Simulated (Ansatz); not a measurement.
Tl:

```
CELL_PARAMETERS angstrom
3.45600 0.00000 0.00000
-1.72800 2.99298 0.00000
0.00000 0.00000 5.52500
ATOMIC_POSITIONS crystal
Tl 0.66667 0.33333 0.75000
Tl 0.33333 0.66667 0.25000
```

Base run:

- Program: Ansatz 0.2.0
- Functional: PBEsol
- Potentials or basis: all-electron LAPW, relativistic spinors
- Cutoff: 167 eV
- Density cutoff: 669 eV
- Basis error allowed: 0.001 eV/atom
- k mesh: 7 × 7 × 4
- Occupations: fermi-dirac, width 0.05 eV
- Spin: spin-orbit coupling, no magnetisation

Its results: pressure -0.5 GPa.

Problem. The run is repeated on the same cell with these changes: functional from PBEsol to LDA. What comes out?

Solution. Pressure -2.3 GPa.

LDA binds more tightly than PBEsol, so the same cell stands under less pressure.

Caveats: the k mesh is thin for a metal, which can move the energy by tens of meV per atom.

Not every run made on this cell is shown here.
